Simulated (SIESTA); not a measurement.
The system is MoP.

```
Mo P
1.0
     3.22300    0.00000    0.00000
    -1.61150    2.79120    0.00000
     0.00000    0.00000    3.19100
Mo P
1 1
Direct
  0.00000 0.00000 0.00000
  0.33333 0.66667 0.50000
```

Base run:

| Item | Value |
| --- | --- |
| Program | SIESTA 5.4.2 |
| Functional | PBE |
| Potentials or basis | PseudoDojo 0.4 standard (PBE files) |
| Basis | SZ (energy shift 0.003 Ry) |
| Grid cutoff | 800 Ry |
| Energy shift | 0.003 Ry |
| k mesh | 10 × 10 × 8 |
| Occupations | fermi-dirac, width 0.05 eV |
| Spin | no spin polarisation |

Its results: band gap on the k mesh none (metal or under the smearing width); pressure 25.8 GPa.

Problem. The run is repeated on the same cell with these changes: basis from SZ (energy shift 0.003 Ry) to DZP (energy shift 0.003 Ry; two zetas on semicore shells). What comes out?

Solution. Band gap on the k mesh none (metal or under the smearing width); pressure 5.5 GPa.

Caveats: the basis of atomic orbitals isn't converged, which shifts pressures, moduli and gaps; the basis has no polarisation orbitals (some runs).
